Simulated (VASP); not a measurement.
# BaTiO₃: convergence, self-consistent run

BaTiO₃, Amm2 (no. 38), 5 atoms in the cell. AM05; PAW potentials Ba_sv, Ti_sv, O (PBE set). VASP 6.6.1.

Wanted: energy within 0.2 meV/atom; levels at the zone centre within 0.003 eV.

What the run is for: comparing ways to start; Accuracy asked: tight.

Levels at the zone centre: counted from the valence top at that point.

POSCAR:
```
BaTiO3
1.0
    3.9855000000      0.0000000000      0.0000000000
    0.0000000000      2.8369000000      2.8451500000
    0.0000000000     -2.8369000000      2.8451500000
Ba Ti O
1 1 3
Direct
    0.0000000000      0.0000000000      0.0000000000
    0.5000000000      0.5124000000      0.5124000000
    0.5000000000      0.9918400000      0.5052400000
    0.5000000000      0.5052400000      0.9918400000
    0.0000000000      0.4874000000      0.4874000000
```

## How the run starts (with a second run first, the time holds both)

| How the run starts (with a second run first, the time holds both) | Energy less reference (meV/atom) | Levels at the zone centre, largest deviation (eV) | Time (s) |
|---|---|---|---|
| from scratch: 17 SCF iterations | 0.00 | 0.0000 | 46 |
| density of a coarse mesh (ICHARG 1): 15 + 10 SCF iterations | 0.00 | 0.0004 | 44 |
| orbitals of a lower cutoff (ISTART 1): 17 + 6 SCF iterations | 0.00 | 0.0002 | 59 |
| orbitals of a loose run: 12 + 5 SCF iterations | 0.00 | 0.0002 | 39 |

Chosen: from scratch: 17 SCF iterations; no other choice that stays within half of the tolerance saves 30 % of the time.

The chosen settings are those of the reference run.

Values of the reference run: Levels at the zone centre: -0.0452, 0, 2.011 eV from the valence top at Gamma.

## The input

INCAR:
```
SYSTEM = BaTiO3
GGA = AM
ISMEAR = 0
SIGMA = 0.03
LWAVE = .FALSE.
LCHARG = .FALSE.
ISIF = 2
PREC = Accurate
LASPH = .TRUE.
LREAL = .FALSE.
ALGO = Normal
EDIFF = 1E-6
NELM = 120
GGA_COMPAT = .FALSE.
ENCUT = 520
EFERMI = MIDGAP
```

KPOINTS:
```
k-points
0
Gamma
  6 6 6
```

Commands:
```
cat potpaw_PBE.64/Ba_sv/POTCAR potpaw_PBE.64/Ti_sv/POTCAR potpaw_PBE.64/O/POTCAR > POTCAR
mpirun -np 1 vasp_std > vasp.out
```

The chosen input took VASP 6.6.1 46 s on 1 core (Intel Xeon 6975P-C (Granite Rapids)), a shared host.

## An input that fails: restart asked without its files

VASP's message: ERROR: charge density could not be read from file CHGCAR for ICHARG>10.

Changes against the starting input:
```
- NELM = 120
+ NELM = 60
+ ICHARG = 11
```
